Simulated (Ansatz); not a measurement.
## CrO2 in Ansatz: the effect of target pressure

CrO2:

```
Cr O
1.0
     4.42100    0.00000    0.00000
     0.00000    4.42100    0.00000
     0.00000    0.00000    2.91700
Cr O
2 4
Direct
  0.50000 0.50000 0.50000
  0.00000 0.00000 0.00000
  0.80100 0.19900 0.50000
  0.69900 0.69900 0.00000
  0.19900 0.80100 0.50000
  0.30100 0.30100 0.00000
```

Alike in all runs:

- Program: Ansatz 0.2.0
- Task: relaxation of cell and atoms
- Functional: PBE
- Potentials or basis: Ansatz PAW
- Cutoff: 420 eV (not typed: the program's choice for these potentials)
- k mesh: 6 × 6 × 9
- Occupations: fermi-dirac, width 0.05 eV
- Spin: collinear spin, ferromagnetic start
- Starting moments: [3.0, 3.0, 0.0, 0.0, 0.0, 0.0] μB

Each run relaxes the cell or the atoms first.

```csv
target pressure,relaxed volume (Å³/atom)
0 GPa,9.62
2 GPa,9.53
5 GPa,9.42
10 GPa,9.25
20 GPa,?
30 GPa,8.69
```

Q: What does the run with target pressure 20 GPa give?

A: Relaxed volume 8.94 Å³/atom.

Worked out: In Murnaghan's law V^(-B') rises as a straight line in P. The other rows fit best with B' = 4.4, V0 = 9.62 Å³/atom and B0 = 235 GPa, which gives 8.95 Å³/atom at 20 GPa, against the run's 8.94.

Caveats: the plane-wave basis is chosen anew once the cell has moved, so the energies of steps on either side of that aren't comparable; only a ferromagnetic start was run, and an antiferromagnetic order may lie lower in energy.
